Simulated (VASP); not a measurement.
Results of a VASP single-point calculation on ZnS (strained wurtzite)

POSCAR

```
Zn S
 1.0000000000000000
     3.8054508512044363    0.0000000000000000    0.0000000000000000
    -1.9027254256022181    3.2956171099961575    0.0000000000000000
     0.0000000000000000    0.0000000000000000    6.0878932726999997
 Zn  S
   2   2
Cartesian
 -0.0000000000000001  2.1970780733307711 -0.0125892866058100
  1.9027254256022175  1.0985390366653855  3.0313573497441895
 -0.0000000000000001  2.1970780733307711  2.2955492638683097
  1.9027254256022175  1.0985390366653855  5.3394959002183100
```

```yaml
gap_between_bands_v_and_c: 2.36 eV
least_direct_gap: 2.36 eV
```

Band v is the last that the valence electrons fill when counted band by band, and c is the next. Levels in eV from the top of v:

| point | v−1 | v | c | c+1 |
| --- | --- | --- | --- | --- |
| Γ | -0.03 | 0.00 | 2.36 | 2.92 |
| M | -1.72 | -0.95 | 3.51 | 4.37 |
| K | -2.40 | -2.16 | 4.31 | 6.04 |
| A | -0.55 | -0.55 | 3.52 | 3.52 |
| L | -1.59 | -1.59 | 3.62 | 3.62 |
| H | -1.30 | -1.30 | 4.67 | 4.67 |

Question: Which of these levels of theory gave these results?
A. PBE0
B. HSE06
C. PBE with spin–orbit coupling
D. r²SCAN
E. PBE
F. LDA
G. PBEsol

Answer: E.

The INCAR was:

```
NSW = 0
LWAVE = .FALSE.
ISMEAR = -1
SIGMA = 0.02
ENCUT = 520
ISIF = 2
NBANDS = 26
NELM = 120
LCHARG = .FALSE.
PREC = Accurate
GGA = PE
EDIFF = 1E-7
LASPH = .TRUE.
IBRION = -1
LREAL = .FALSE.
```
